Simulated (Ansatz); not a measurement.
The system is InSe.

```
In Se
1.0
     4.04733    0.00000    0.00000
    -2.02366    3.50509    0.00000
     0.00000    0.00000   18.05206
In Se
4 4
Direct
  0.33333 0.66667 0.07739
  0.33333 0.66667 0.92261
  0.00000 0.00000 0.42261
  0.00000 0.00000 0.57739
  0.33333 0.66667 0.35298
  0.33333 0.66667 0.64702
  0.66667 0.33333 0.14700
  0.66667 0.33333 0.85300
```

Measurements of this composition are mostly on another form, of space group No. 160.

* Program: Ansatz 0.2.0
* Task: relaxation of cell and atoms
* Functional: LDA
* Potentials or basis: Ansatz PAW
* Cutoff: 420 eV (not typed: the program's choice for these potentials)
* k mesh: 8 × 8 × 2
* Occupations: fermi-dirac, width 0.05 eV
* Spin: no spin polarisation

At the start: volume 32.01 Å³/atom.

Question: How do energy, volume and symmetry change on relaxing?

Answer: It ends after 8 steps and the volume is 27.81 Å³/atom (-13.1 %); space group P-6m2 (No. 187, to 0.05 Å).

Step by step:
```
step  energy change (eV)  largest force (eV/Å)  volume (Å³)
   1              0.0000                0.1532       256.09
   2             -0.0784                0.4048       226.67
   3             -0.1884                0.0397       228.94
   4             -0.2241                0.0584       219.60
   5             -0.2260                0.0545       224.30
   6             -0.2284                0.0153       222.57
   7             -0.2284                0.0003       222.46
   8             -0.2242                0.0006       222.46
```

Final structure:
```
CELL_PARAMETERS angstrom
3.97333 0.00000 0.00000
-1.98666 3.44100 0.00000
0.00000 0.00000 16.27066
ATOMIC_POSITIONS crystal
In 0.33333 0.66667 0.08427
In 0.33333 0.66667 0.91573
In 0.00000 0.00000 0.41574
In 0.00000 0.00000 0.58426
Se 0.33333 0.66667 0.33789
Se 0.33333 0.66667 0.66211
Se 0.66667 0.33333 0.16218
Se 0.66667 0.33333 0.83782
```

Caveat: the plane-wave basis is chosen anew once the cell has moved, so the energies of steps on either side of that aren't comparable; the PAW data sets come from PBE, with cores solved anew for the run's functional, which leaves a small shift of forces and pressure.
